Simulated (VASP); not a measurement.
# BN: cell size and functional, part 2 of 3

Which functional gives which lattice for BN? The starting structure is a measured crystal structure from the Crystallography Open Database. The first relaxation on each setting starts from this cell expanded by 3 % in volume.

VASP 6.6.1.

Results so far: PBEsol 9.40 Å³ an atom; LDA 8.69 Å³ an atom; PBE 10.56 Å³ an atom.

**5. Relaxation with PBEsol + D3(BJ)**

Level of this step: PBEsol with D3(BJ); plane waves and PAW (N, B) (VASP).

D3 with Becke-Johnson damping keeps a finite attraction at short range. This run starts from the cell of an earlier relaxation, which isn't shown; the restart sets up the plane waves anew.

The input, INCAR:

```
SYSTEM = BN
PREC = Accurate
ENCUT = 520
EDIFF = 1E-06
NELM = 100
ISMEAR = 0
SIGMA = 0.03
LREAL = .FALSE.
ALGO = Normal
GGA = PS
IVDW = 12
NBANDS = 14
LORBIT = 11
LWAVE = .FALSE.
LCHARG = .FALSE.
KPAR = 8
IBRION = 2
NSW = 50
ISIF = 3
EDIFFG = -0.006
```

The input, POSCAR:

```
BN
1.0
    2.5018786103      0.0000000000      0.0000000000
   -1.2509393051      2.1666904337      0.0000000000
    0.0000000000      0.0000000000      6.3908733823
N B
2 2
Direct
    0.6666666667      0.3333333333      0.2500000000
    0.3333333333      0.6666666667      0.7500000000
    0.6666666667      0.3333333333      0.7500000000
    0.3333333333      0.6666666667      0.2500000000
```

The input, KPOINTS:

```
Automatic mesh
0
Gamma
10 10 4
0 0 0
```

Potentials, in the order of the species: N and B (PBE family, release 64).

On the command line:

```sh
$ mpirun -np 8 vasp_std
```

What it wrote:

```text
[banner, memory and clock lines left out]
running    8 mpi-ranks, on    1 nodes
[...]
[... a notice as in an earlier step ...]

 [... a notice as in an earlier step ...]

 LDA part: xc-table for (Slater+PW92), standard interpolation
 POSCAR, INCAR and KPOINTS ok, starting setup
[...]
entering main loop
       N       E                     dE             d eps       ncg     rms          rms(c)
DAV:   1     0.509570118773E+02    0.50957E+02   -0.82092E+03  1176   0.106E+03
DAV:   2    -0.364016069585E+02   -0.87359E+02   -0.79071E+02  1636   0.241E+02
DAV:   3    -0.399210369264E+02   -0.35194E+01   -0.35021E+01  1536   0.492E+01
DAV:   4    -0.399473569592E+02   -0.26320E-01   -0.26308E-01  1416   0.467E+00
[...]
DAV:  11    -0.365429246840E+02   -0.56179E-04   -0.63660E-05  1446   0.689E-02    0.195E-02
DAV:  12    -0.365429279885E+02   -0.33045E-05   -0.15810E-05  1290   0.310E-02    0.220E-03
DAV:  13    -0.365429280337E+02   -0.45196E-07   -0.50343E-07  1116   0.588E-03
   1 F= -.36963332E+02 E0= -.36963332E+02  d E =-.369633E+02
[...]
reached required accuracy - stopping structural energy minimisation
```

Wall time 2.6 s (8 MPI ranks of Intel Xeon 6975P-C (Granite Rapids), shared host); peak memory 1.3 GiB; 13 s of CPU time.

From OUTCAR (step 5):

```text
 Edisp (eV)   -0.42040

  Total       0.00783     0.00783    -0.00506     0.00000     0.00000     0.00000
  in kB       0.36192     0.36192    -0.23392     0.00000     0.00000     0.00000
  external pressure =        0.16 kB  Pullay stress =        0.00 kB

 POSITION                                       TOTAL-FORCE (eV/Angst)
 -----------------------------------------------------------------------------------
      1.25094      0.72223      1.59772         0.000000      0.000000      0.000000
     -0.00000      1.44446      4.79316         0.000000     -0.000000      0.000000
      1.25094      0.72223      4.79316        -0.000000      0.000000      0.000000
     -0.00000      1.44446      1.59772         0.000000     -0.000000      0.000000
 -----------------------------------------------------------------------------------
    total drift:                               -0.000000      0.000000      0.000000

  FREE ENERGIE OF THE ION-ELECTRON SYSTEM (eV)
  ---------------------------------------------------
  free  energy   TOTEN  =       -36.9633317272 eV

  energy  without entropy=      -36.9633317272  energy(sigma->0) =      -36.96333173

[... 2 parts as in an earlier step ...]

[... 2 further parts left out ...]
[key lines of the parts left out:]
E-fermi :   2.7923
```

With PBEsol + D3(BJ) the relaxed cell holds 8.661 Å³ an atom, -4.22 % against the measured cell, with a = 2.502 Å and c = 6.391 Å. That is -7.82 % from PBEsol. Pressures at 0.985 and 1.015 times this volume, from two more relaxations that aren't shown, give a bulk modulus of 30.5 GPa.

**6. Relaxation with r2SCAN**

r2SCAN adds the kinetic-energy density, costs more than a GGA and is run with LASPH.

Changes to INCAR since step 5:

```diff
@@ -9,4 +9,4 @@
 ALGO = Normal
-GGA = PS
-IVDW = 12
+METAGGA = R2SCAN
+LASPH = .TRUE.
 NBANDS = 14
```

The input, POSCAR:

```
BN
1.0
    2.5287835926      0.0000000000      0.0000000000
   -1.2643917963      2.1899908319      0.0000000000
    0.0000000000      0.0000000000      6.7271567647
N B
2 2
Direct
    0.6666666667      0.3333333333      0.2500000000
    0.3333333333      0.6666666667      0.7500000000
    0.6666666667      0.3333333333      0.7500000000
    0.3333333333      0.6666666667      0.2500000000
```

KPOINTS is that of step 5.

On the command line:

```sh
$ mpirun -np 8 vasp_std
```

What it wrote:

```text
[banner, memory and clock lines left out]
running    8 mpi-ranks, on    1 nodes
[...]
[... a notice as in an earlier step ...]

 [... a notice as in an earlier step ...]

 LDA part: xc-table for (None), standard interpolation
 POSCAR, INCAR and KPOINTS ok, starting setup
[...]
entering main loop
       N       E                     dE             d eps       ncg     rms          rms(c)
DAV:   1     0.471626989696E+02    0.47163E+02   -0.82990E+03  1176   0.108E+03
DAV:   2    -0.425196576770E+02   -0.89682E+02   -0.81599E+02  1630   0.245E+02
DAV:   3    -0.464687583242E+02   -0.39491E+01   -0.39257E+01  1542   0.521E+01
DAV:   4    -0.465025747799E+02   -0.33816E-01   -0.33811E-01  1356   0.526E+00
[...]
DAV:  11    -0.385692328750E+02   -0.85899E-04   -0.38694E-04  1350   0.179E-01    0.160E-02
DAV:  12    -0.385692437626E+02   -0.10888E-04   -0.22593E-05  1398   0.416E-02    0.534E-03
DAV:  13    -0.385692437241E+02    0.38533E-07   -0.19665E-06  1280   0.123E-02
   1 F= -.38569244E+02 E0= -.38569244E+02  d E =-.385692E+02
[... from here on, the cycles between the ionic steps are left out ...]
   2 F= -.38487404E+02 E0= -.38487404E+02  d E =0.818401E-01
   3 F= -.38595845E+02 E0= -.38595845E+02  d E =-.266009E-01
   4 F= -.38595856E+02 E0= -.38595856E+02  d E =-.266122E-01
   5 F= -.38595907E+02 E0= -.38595907E+02  d E =-.505726E-04
   6 F= -.38596032E+02 E0= -.38596032E+02  d E =-.175753E-03
   7 F= -.38596165E+02 E0= -.38596165E+02  d E =-.308929E-03
[...]
reached required accuracy - stopping structural energy minimisation
```

Run time: 37 s. Hardware: 8 MPI ranks; peak memory 1.4 GiB.

OUTCAR, selected parts (step 6):

```text
  Total        0.0010861      0.0010861      0.0101688      0.0000000      0.0000000      0.0000000
  in kB        0.0473105      0.0473105      0.4429395      0.0000000      0.0000000      0.0000000
  external PRESSURE =       0.1791868 kB  Pullay stress =       0.0000000 kB

 POSITION                                       TOTAL-FORCE (eV/Angst)
 -----------------------------------------------------------------------------------
      1.25128      0.72243      1.69540         0.000000     -0.000000      0.000000
     -0.00000      1.44486      5.08620        -0.000000      0.000000      0.000000
      1.25128      0.72243      5.08620        -0.000000      0.000000      0.000000
     -0.00000      1.44486      1.69540         0.000000      0.000000      0.000000
 -----------------------------------------------------------------------------------
    total drift:                               -0.000000      0.000000     -0.000000

  FREE ENERGIE OF THE ION-ELECTRON SYSTEM (eV)
  ---------------------------------------------------
  free  energy   TOTEN  =       -38.5961648811 eV

  energy  without entropy=      -38.5961648811  energy(sigma->0) =      -38.59616488

[... 2 parts as in an earlier step ...]

[... 2 further parts left out ...]
[key lines of the parts left out:]
E-fermi :   2.0987
```

With r2SCAN the relaxed cell holds 9.195 Å³ an atom, +1.69 % against the measured cell, with a = 2.503 Å and c = 6.782 Å. That is -2.13 % from PBEsol. Pressures at 0.985 and 1.015 times this volume, from two more relaxations that aren't shown, give a bulk modulus of 22.5 GPa.

**7. Relaxation with r2SCAN + rVV10**

rVV10 adds a nonlocal correlation energy for dispersion. This run starts from the cell of an earlier relaxation, which isn't shown; the restart sets up the plane waves anew.

Changes to INCAR since step 6:

```diff
@@ -10,2 +10,6 @@
 METAGGA = R2SCAN
+LUSE_VDW = .TRUE.
+IVDW_NL = 2
+BPARAM = 11.95
+CPARAM = 0.0093
 LASPH = .TRUE.
```

The input, POSCAR:

```
BN
1.0
    2.5024766818      0.0000000000      0.0000000000
   -1.2512383409      2.1672083789      0.0000000000
    0.0000000000      0.0000000000      6.4852842481
N B
2 2
Direct
    0.6666666667      0.3333333333      0.2500000000
    0.3333333333      0.6666666667      0.7500000000
    0.6666666667      0.3333333333      0.7500000000
    0.3333333333      0.6666666667      0.2500000000
```

KPOINTS is that of step 6.

On the command line:

```sh
$ mpirun -np 8 vasp_std
```

What it wrote:

```text
[banner, memory and clock lines left out]
running    8 mpi-ranks, on    1 nodes
[...]
[... a notice as in an earlier step ...]

|                                                                             |
|               ----> ADVICE to this user running VASP <----                  |
|                                                                             |
|     You have switched on vdW-DFT.                                           |
|     This routine was written and supplied by Jiri Klimes. We recommend      |
|     that you carefully read and cite the following publications:            |
|       J. Klimes, D.R. Bowler, A. Michelides                                 |
|          J. Phys.: Cond Matt. 22 022201 (2010)                              |
|       J. Klimes, D.R. Bowler, A. Michelides                                 |
|          Phys. Rev. B. 83, 195131 (2011)                                    |
|     and references therein.                                                 |
[...]
Total rVV10 correction in eV:      0.3395733    16.3220079
Total rVV10 correction in eV:      0.3395733    16.3220079
Total rVV10 correction in eV:      0.3395733    16.3220079
DAV:  13    -0.382450274756E+02    0.12796E-06   -0.16074E-06  1136   0.111E-02
Total rVV10 correction in eV:      0.3395645    16.3220079
Total rVV10 correction in eV:      0.3395645    16.3220079
Total rVV10 correction in eV:      0.3395645    16.3220079
Total rVV10 correction in eV:      0.3395645    16.3220079
Total rVV10 correction in eV:      0.3395645    16.3220079
Total rVV10 correction in eV:      0.3395645    16.3220079
Total rVV10 correction in eV:      0.3395645    16.3220079
Total rVV10 correction in eV:      0.3395645    16.3220079
Total rVV10 correction in eV:      0.3395617    16.3220079
Total rVV10 correction in eV:      0.3395617    16.3220079
Total rVV10 correction in eV:      0.3395617    16.3220079
Total rVV10 correction in eV:      0.3395617    16.3220079
Total rVV10 correction in eV:      0.3395617    16.3220079
Total rVV10 correction in eV:      0.3395617    16.3220079
Total rVV10 correction in eV:      0.3395617    16.3220079
Total rVV10 correction in eV:      0.3395617    16.3220079
   1 F= -.38245027E+02 E0= -.38245027E+02  d E =-.382450E+02
[...]
reached required accuracy - stopping structural energy minimisation
```

The job ended after 26 s (8 MPI ranks; peak memory 1.9 GiB).

Parts of OUTCAR (step 7):

```text
  Total       -0.0067817     -0.0067817     -0.0191893      0.0000000      0.0000000      0.0000000
  in kB       -0.3089236     -0.3089236     -0.8741164      0.0000000      0.0000000      0.0000000
  external PRESSURE =      -0.4973212 kB  Pullay stress =       0.0000000 kB

 POSITION                                       TOTAL-FORCE (eV/Angst)
 -----------------------------------------------------------------------------------
      1.25124      0.72240      1.62132         0.000000      0.000000     -0.000000
     -0.00000      1.44481      4.86396        -0.000000     -0.000000      0.000000
      1.25124      0.72240      4.86396         0.000000     -0.000000     -0.000000
     -0.00000      1.44481      1.62132         0.000000      0.000000     -0.000000
 -----------------------------------------------------------------------------------
    total drift:                               -0.000000      0.000000      0.000000

  FREE ENERGIE OF THE ION-ELECTRON SYSTEM (eV)
  ---------------------------------------------------
  free  energy   TOTEN  =       -38.2450274756 eV

  energy  without entropy=      -38.2450274756  energy(sigma->0) =      -38.24502748

[... 2 parts as in an earlier step ...]

[... 2 further parts left out ...]
[key lines of the parts left out:]
E-fermi :   2.4989
```

With r2SCAN + rVV10 the relaxed cell holds 8.793 Å³ an atom, -2.76 % against the measured cell, with a = 2.502 Å and c = 6.485 Å. That is -6.41 % from PBEsol. Pressures at 0.985 and 1.015 times this volume, from two more relaxations that aren't shown, give a bulk modulus of 40.0 GPa.

**8. Relaxation with optB86b-vdW**

optB86b-vdW pairs nonlocal correlation with a less repulsive exchange of B86b form. This run starts from the cell of an earlier relaxation, which isn't shown; the restart sets up the plane waves anew.

Changes to INCAR since step 7:

```diff
@@ -9,7 +9,7 @@
 ALGO = Normal
-METAGGA = R2SCAN
+GGA = MK
+AGGAC = 0
 LUSE_VDW = .TRUE.
-IVDW_NL = 2
-BPARAM = 11.95
-CPARAM = 0.0093
+PARAM1 = 0.1234
+PARAM2 = 1
 LASPH = .TRUE.
```

The input, POSCAR:

```
BN
1.0
    2.5127329035      0.0000000000      0.0000000000
   -1.2563664517      2.1760905274      0.0000000000
    0.0000000000      0.0000000000      6.4779492117
N B
2 2
Direct
    0.6666666667      0.3333333333      0.2500000000
    0.3333333333      0.6666666667      0.7500000000
    0.6666666667      0.3333333333      0.7500000000
    0.3333333333      0.6666666667      0.2500000000
```

KPOINTS is that of step 7.

On the command line:

```sh
$ mpirun -np 8 vasp_std
```

What it wrote:

```text
[banner, memory and clock lines left out]
running    8 mpi-ranks, on    1 nodes
[...]
[... a notice as in an earlier step ...]

 [... a notice as in an earlier step ...]

 [... a notice as in an earlier step ...]

 LDA part: xc-table for (Slater+PW92), standard interpolation
 POSCAR, INCAR and KPOINTS ok, starting setup
[...]
entering main loop
       N       E                     dE             d eps       ncg     rms          rms(c)
DAV:   1     0.567274637482E+02    0.56727E+02   -0.81968E+03  1192   0.106E+03
DAV:   2    -0.311297466370E+02   -0.87857E+02   -0.79968E+02  1632   0.241E+02
DAV:   3    -0.348139211420E+02   -0.36842E+01   -0.36627E+01  1548   0.499E+01
DAV:   4    -0.348437603098E+02   -0.29839E-01   -0.29831E-01  1350   0.487E+00
[...]
DAV:  11    -0.313535887141E+02   -0.54095E-04   -0.68704E-05  1410   0.744E-02    0.181E-02
DAV:  12    -0.313535936794E+02   -0.49654E-05   -0.15799E-05  1266   0.314E-02    0.255E-03
DAV:  13    -0.313535937414E+02   -0.61963E-07   -0.44985E-07  1146   0.552E-03
   1 F= -.31353594E+02 E0= -.31353594E+02  d E =-.313536E+02
[...]
reached required accuracy - stopping structural energy minimisation
```

Elapsed: 21 s, on 8 MPI ranks; peak memory 2.4 GiB.

(Part 2 of 3 ends here.)

[Lines on the potential files, build, host, timing and source positions are cut from VASP's logs without a mark.]

[Logs are printed without paths, hosts, clocks, repeated set-up lines and the standing remarks that a program may print on its own settings, such as how far it seeks lower states.]

[Hosts, paths, dates, database ids (printed as entryN), source tags and the programs' standing remarks are cut or masked in the printed files.]
